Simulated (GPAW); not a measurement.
# Cl (Cmce) in GPAW: settings compared

Aim: see how the results for Cl move with the level of theory and the settings. Levels: PBE, LDA. Tasks: single point.

All numbers are computed with GPAW 26.7.0; they aren't measurements. Logs are shortened: lines on timing, memory, paths and dates and some standing lists are left out, and cuts for length are marked. The log counts tension as positive stress, the text compression.

## 1. The structure

It takes space group Cmce (No. 64, orthorhombic). The conventional cell has a = 6.290 Å, b = 4.500 Å, c = 8.210 Å, α = 90.00°, β = 90.00°, γ = 90.00°. Cl (site symmetry m) is surrounded by 1 Cl at 2.02 Å.

## 2. Single point, PBE

The input, run.py:

```python
from ase import Atoms
from ase.dft.bandgap import bandgap
from ase.io import write
from ase.units import GPa
from gpaw import GPAW, PW

atoms = Atoms(['Cl', 'Cl', 'Cl', 'Cl'],
              cell=[[3.145, -2.25, 0.0],
                    [3.145, 2.25, 0.0],
                    [0.0, 0.0, 8.21]],
              scaled_positions=[[0.37, 0.63, 0.4],
                                [0.13, 0.87, 0.9],
                                [0.63, 0.37, 0.6],
                                [0.87, 0.13, 0.1]],
              pbc=True)

calc = GPAW(mode=PW(500),
            xc='PBE',
            kpts={'size': (6, 6, 3), 'gamma': True},
            occupations={'name': 'fermi-dirac', 'width': 0.05},
            nbands=26,
            maxiter=120,
            txt='gpaw.txt')
atoms.calc = calc
energy = atoms.get_potential_energy()
forces = atoms.get_forces()
stress = atoms.get_stress()
calc.write('gs.gpw')
write('result.traj', atoms)
print(f'Energy: {energy:.6f} eV')
print('Forces (eV/A):')
print(forces.round(4))
print('Stress (GPa):', (stress / GPa).round(3))
print('Fermi level:', round(calc.get_fermi_level(), 4), 'eV')
print(f'Gap: {bandgap(calc)[0]:.4f} eV, direct: {bandgap(calc, direct=True)[0]:.4f} eV')
```

Potentials or basis: GPAW PAW data sets (gpaw-data 1.2.1), pw.

Started as:

```console
> OMP_NUM_THREADS=1 python run.py
```

gpaw.txt:

```text
__  _  _
 | _ |_)|_||  |
 |__||  | ||/\| - 26.7.0

Input parameters:
  mode=PW(ecut=500.0),
  kpts=MonkhorstPack(size=(6, 6, 3), gamma=True),
  maxiter=120,
  nbands=26,
  occupations=Occupations(name='fermi-dirac', width=0.05),
  xc=XC(name='PBE')

Diagonalizing LCAO Hamiltonian
Converting LCAO to pw mode

          Cl

        Cl

         Cl

       Cl

Atoms  # Å, Bohr magnetons
|   | symbol |        x |         y |        z |    initial magnetic moments |
|---|--------|----------|-----------|----------|-----------------------------|
| 0 |     Cl | 3.145000 |  0.585000 | 3.284000 | ( 0.0000,  0.0000,  0.0000) |
| 1 |     Cl | 3.145000 |  1.665000 | 7.389000 | ( 0.0000,  0.0000,  0.0000) |
| 2 |     Cl | 3.145000 | -0.585000 | 4.926000 | ( 0.0000,  0.0000,  0.0000) |
| 3 |     Cl | 3.145000 | -1.665000 | 0.821000 | ( 0.0000,  0.0000,  0.0000) |

Unit cell  # Å
| periodic |        x |         y |        z |  lengths |    angles |
|----------|----------|-----------|----------|----------|-----------|
|      yes | 3.145000 | -2.250000 | 0.000000 | 3.866979 | 90.000000 |
|      yes | 3.145000 |  2.250000 | 0.000000 | 3.866979 | 90.000000 |
|      yes | 0.000000 |  0.000000 | 8.210000 | 8.210000 | 71.161476 |

Number of symmetries: 4
Symmetry operations  # r_c * U_cc + t_c -> r_c
|   | kind |            matrix            |
|---|------|------------------------------|
| 0 |  E   |  1, 0, 0,  0, 1, 0,  0, 0, 1 |
| 1 |  C2  |  0, 1, 0,  1, 0, 0,  0, 0,-1 |
| 2 |  σ   |  0,-1, 0, -1, 0, 0,  0, 0, 1 |
| 3 |  i   | -1, 0, 0,  0,-1, 0,  0, 0,-1 |

BZ-sampling:
  Number of BZ points: 108
  Number of IBZ points: 34

  Monkhorst-Pack size: [6, 6, 3]
  Monkhorst-Pack shift: [0.08333333333333333, 0.08333333333333333, 0.0]

K-points  # in reciprocal-cell coordinates
|     |                                coordinates |     weight |
|-----|--------------------------------------------|------------|
|   0 | (  0.00000000,   0.00000000,   0.00000000) | 0.00925926 |
|   1 | (  0.00000000,   0.00000000,   0.33333333) | 0.01851852 |
|   2 | (  0.16666667,  -0.16666667,  -0.33333333) | 0.01851852 |
|   3 | (  0.16666667,  -0.16666667,   0.00000000) | 0.01851852 |
|   4 | (  0.16666667,  -0.16666667,   0.33333333) | 0.01851852 |
|   5 | (  0.16666667,   0.00000000,  -0.33333333) | 0.03703704 |
|   6 | (  0.16666667,   0.00000000,   0.00000000) | 0.03703704 |
|   7 | (  0.16666667,   0.00000000,   0.33333333) | 0.03703704 |
|   8 | (  0.16666667,   0.16666667,   0.00000000) | 0.01851852 |
|   9 | (  0.16666667,   0.16666667,   0.33333333) | 0.03703704 |
| ... |                                            |            |
|  33 | (  0.50000000,   0.50000000,   0.33333333) | 0.01851852 |

Plane wave coefficients: 2969
Cutoff: 500.0 eV

Spin-components: 1 (collinear spins)
Bands:           26
Projectors:      20
Spin-degeneracy: 2
Datatype:        complex128

Parallelization:
  kpt:    1
  domain: 1
  band:   1

Density:
  Valence electrons: 28.0
  Components: 1
  Grid points: [20 20 45]
  Charge: 0.0  # |e|

Potential:
  Grid points: [20 20 45]

species:
  Cl:
    name:    Chlorine
    Z:       17.0
    valence: 7
    core:    10
    charge:  0.0  # [|e|]
    compensation charges:
      type: gauss
      rc: 0.25  # [Å]
      lmax: 2
    cutoffs:
      filter: 1.40  # [Å]
      core: 1.49  # [Å]
    projectors
    | kind |    occ | energy [eV] | rcut [Å] |
    |------|--------|-------------|----------|
    |   3s |  2.000 |     -20.689 |    0.794 |
    |   3p |  5.000 |      -8.594 |    0.794 |
    |    s |        |       6.523 |    0.794 |
    |    p |        |      18.617 |    0.794 |
    |    d |        |       0.000 |    0.794 |

    Using partial waves for Cl as LCAO basis

Reference energy: -50219.797583  # eV

eigensolver:
  PPCG
  Converge bands: occupied
  niter=2

density mixing:
  MSR1-Mixer
  Pratt-step length: 0.05
  Maximum mixing coefficient: 0.75
  Old densities: 10
  SVD Regularization: 0.005
  Good broyden scale: 1.0
  Trust region scale: 1.0
  Backstep threshold: 4.0
  History deletion threshold: 6.0
  Fourier metric: weight=20.0, sigma=0.015

occupation numbers:
  Fermi-Dirac:
    width: 0.0500  # eV

poisson solver:
  ecut: 4000.0  # eV

xc functional:
  name: PBE with 2 nearest neighbor stencil

convergence criteria:
- Maximum [total energy] change in last 3 cyles: 0.0005 eV / valence electron
- Maximum integral of absolute [dens]ity change: 0.0001 electrons / valence electron
- Maximum integral of absolute [eigenst]ate change: 4e-08 eV^2 / valence electron
maximum number of iterations: 120

SCF iterations
|iter     | |      energy | eigst |  dens |
|---------|-|-------------|-------|-------|
|iter:   1| |   -7.569008 | -0.05 |       |
|iter:   2| |   -7.539601 | -1.72 | -1.06 |
|iter:   3| |   -7.100244 | -1.92 | -1.09 |
|iter:   4| |   -7.070203 | -2.49 | -1.65 |
|iter:   5| |   -7.070143 | -4.19 | -2.36 |
|iter:   6| |   -7.070343c| -5.17 | -2.66 |
|iter:   7| |   -7.070356c| -6.13 | -3.32 |
|iter:   8| |   -7.070356c| -7.30 | -4.16c|
|iter:   9| |   -7.070356c| -7.47c| -4.50c|

Converged in 9 steps
Energy contributions relative to reference atoms: (reference = -50219.797583)

Energy contributions:
  Kinetic:           6.795357
  Coulomb:          -5.435616
  Zero:              0.064944
  External:          0.000000
  Xc:               -8.495040
  Entropy:          -0.000000
  Spinorbit:         0.000000
  ----------------------------
  Free energy:      -7.070356
  Extrapolated:     -7.070356

dipole moment: (0.000015, -0.000000, 0.000019)  # |e|*Ang

Fermi level: 1.217
Eigenvalues  # (at kpt = [0.000, 0.000, 0.000])
| band index |      eig [eV] | occ [0-2] |
|------------|---------------|-----------|
|          0 |       -16.814 |     2.000 |
|        ... |               |           |
|          6 |        -2.831 |     2.000 |
|          7 |        -2.707 |     2.000 |
|          8 |        -2.365 |     2.000 |
|          9 |        -2.356 |     2.000 |
|         10 |        -0.910 |     2.000 |
|         11 |        -0.613 |     2.000 |
|         12 |        -0.359 |     2.000 |
|         13 |        -0.269 |     2.000 |
|         14 |         2.277 |     0.000 |
|         15 |         2.842 |     0.000 |
|         16 |         6.723 |     0.000 |
|         17 |         7.326 |     0.000 |
|         18 |         8.544 |     0.000 |
|         19 |         9.849 |     0.000 |
|         20 |         9.880 |     0.000 |
|         21 |        10.210 |     0.000 |
|        ... |               |           |
|         25 |        12.688 |     0.000 |

Gap: 2.490 eV
Transition (v -> c):
  (s=0, k=32, n=13, [0.50, 0.50, 0.00]) -> (s=0, k=0, n=14, [0.00, 0.00, 0.00])
Direct/indirect transitions are different
Direct gap: 2.546 eV
Transition at: (s=0, k=0, n=13, [0.00, 0.00, 0.00])

Forces  # eV/Ang
|       x |        y |        z |
|---------|----------|----------|
| 0.00000 | -0.01669 | -0.13401 |  # Cl   0
| 0.00000 |  0.01610 | -0.13520 |  # Cl   1
| 0.00000 |  0.01669 |  0.13401 |  # Cl   2
| 0.00000 | -0.01610 |  0.13520 |  # Cl   3

Stress tensor  # eV/Ang^3
|         x |         y |         z |
|-----------|-----------|-----------|
| -0.006080 |  0.000000 |  0.000000 |
|  0.000000 | -0.001802 |  0.000000 |
|  0.000000 |  0.000000 | -0.001490 |

# Writing to gs.gpw (mode='')
```

It took 35 s on 1 thread of Arm Neoverse V1, shared host; peak memory 0.2 GiB.

What came out:

```yaml
Free_energy: -7.0704 eV
Pressure: 0.5 GPa
Largest_force: 0.136 eV/Å
Band_gap_on_the_k_mesh: 2.49 eV, indirect (least direct gap 2.55 eV)
```

Forces on the atoms (eV/Å):
```
Cl   0.000 -0.017 -0.134
Cl   0.000  0.016 -0.135
Cl   0.000  0.017  0.134
Cl   0.000 -0.016  0.135
```

Stress tensor (GPa, compression positive):
```
0.97 0.00 0.00
0.00 0.29 0.00
0.00 0.00 0.24
```

Caveat: the cutoff is short for stress and forces, so pressures can be off by a GPa or more; an odd mesh through Γ misses points on the zone boundary, where band edges often lie.

## 3. Single point, LDA

Changes to run.py since step 2:

```diff
@@ -16,4 +16,4 @@
 
-calc = GPAW(mode=PW(500),
-            xc='PBE',
+calc = GPAW(mode=PW(450),
+            xc='LDA',
             kpts={'size': (6, 6, 3), 'gamma': True},
```

Potentials or basis: the program's PAW data sets (release 1.2.1) made for this functional, pw.

Started as:

```console
> OMP_NUM_THREADS=1 python run.py
```

It took 23 s on 1 thread of Arm Neoverse V2, shared host; peak memory 0.19 GiB.

The run converged. Its results:

* Free energy: -8.6117 eV
* Pressure: -2.6 GPa
* Largest force: 0.140 eV/Å
* Band gap on the k mesh: 2.33 eV, indirect (least direct gap 2.39 eV)

Forces on the atoms (eV/Å):
```
Cl   0.000 -0.138  0.012
Cl   0.000  0.139  0.014
Cl   0.000  0.138 -0.012
Cl   0.000 -0.139 -0.014
```

Stress tensor (GPa, compression positive):
```
-1.55  0.00  0.00
 0.00 -2.96  0.00
 0.00  0.00 -3.37
```

Levels at points of the mesh, in eV from the valence-band top:
```csv
k point,band 10,band 11,band 12,band 13,band 14,band 15,band 16,band 17,band 18,band 19
"(0.00, 0.00, 0.00)",-2.15,-0.74,-0.43,-0.15,-0.05,2.33,2.94,6.42,7.08,8.38
"(0.50, 0.00, 0.00)",-2.46,-0.55,-0.55,-0.16,-0.16,2.75,2.75,7.89,7.89,9.49
"(0.50, 0.50, 0.00)",-2.86,-1.02,-0.94,-0.38,0.00,2.42,2.63,8.18,8.28,8.30
```

Caveat: the cutoff is short for stress and forces, so pressures can be off by a GPa or more; an odd mesh through Γ misses points on the zone boundary, where band edges often lie.
